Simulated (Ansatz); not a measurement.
## How far is this SiC from the hull?

Level of theory: DFT PBE, scalar-relativistic, plane waves, PAW (Ansatz). All cells share a 420 eV cutoff and Γ-centred k meshes spaced at most about 0.3 Å⁻¹ (2π included). No spin polarisation.

The zero of energy is the elements' standard structures at the same level; no fitted shifts are applied.

Temperature and zero-point effects are left out. The reference form of C is held partly by dispersion forces, which this level lacks.

The competitors are the elements and 1 reference phase of this chemical system (from databases or known types: SiC), relaxed at the same level; other known phases may be missing.

The candidate was reached from: 4-connected net, two elements alternating.

```
CELL_PARAMETERS angstrom
5.35710 0.00000 0.00000
0.00000 5.35710 0.00000
0.00000 0.00000 5.35710
ATOMIC_POSITIONS crystal
Si 0.75000 0.50000 0.00000
Si 0.50000 0.00000 0.75000
Si 0.00000 0.75000 0.50000
Si 0.00000 0.25000 0.50000
Si 0.25000 0.50000 0.00000
Si 0.50000 0.00000 0.25000
C 0.50000 0.75000 0.00000
C 0.75000 0.00000 0.50000
C 0.00000 0.50000 0.75000
C 0.25000 0.00000 0.50000
C 0.00000 0.50000 0.25000
C 0.50000 0.25000 0.00000
```

Question: Is it stable, and against what?

Answer: Not the lowest form: another structure of the same formula lies lower. Its formation energy is 0.020 eV/atom. The lowest competing phase at this composition is this:

```json
{"phase": "SiC", "space group": "P6_3mc (No. 186)", "source": "Materials Project", "share of atoms": "1.0000", "ΔE_f (eV/atom)": "-0.204"}
```

The candidate lies 0.22 eV/atom above this phase. The candidate matches no cell in the subsets of the Crystallography Open Database and the Materials Project at hand. The margin is far too high for a likely synthesis.
